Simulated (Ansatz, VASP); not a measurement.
**MgI2: VASP beside Ansatz**

```
CELL_PARAMETERS angstrom
4.20720 0.00000 0.00000
-2.10360 3.64354 0.00000
0.00000 0.00000 7.81172
ATOMIC_POSITIONS crystal
Mg 0.00000 0.00000 0.00000
I 0.33333 0.66667 0.79355
I 0.66667 0.33333 0.20645
```

Alike in both runs: task single point; functional PBE; k mesh 6 × 6 × 4; occupations gaussian, width 0.05 eV; no spin polarisation.

|  | VASP | Ansatz |
| --- | --- | --- |
| version | VASP 6.6.1 | Ansatz 0.2.0 |
| potentials or method | VASP PAW PBE potentials, release 64 (Mg, I) | scalar-relativistic, plane waves, PAW |
| plane-wave cutoff (eV) | 520 | 520 |
| valence electrons in the cell | 16 | 44 |

VASP gave:

| Property | Result |
| --- | --- |
| gap on the k mesh at the Fermi level (eV) | 3.72 |
| least direct gap on the mesh (eV) | 3.86 |
| pressure (GPa) | 0.8 |
| largest component of the traceless stress (GPa) | 0.46 |
| rms of the force components (eV/Å) | 0.137 |

Estimate Ansatz's values.

gap on the k mesh at the Fermi level (eV): 3.74; least direct gap on the mesh (eV): 3.88; pressure (GPa): 0.8; largest component of the traceless stress (GPa): 0.45; rms of the force components (eV/Å): 0.141.

Atom by atom the forces differ by 0.005 eV/Å (rms over components). The two sets of potentials don't hold the same shells in valence.

Caveats: spin-orbit coupling is left out, which moves the levels of the heavy elements; this functional lacks dispersion, which binds the layers, so the pressure and a relaxed spacing across them are unreliable. A k mesh can miss the band edges.
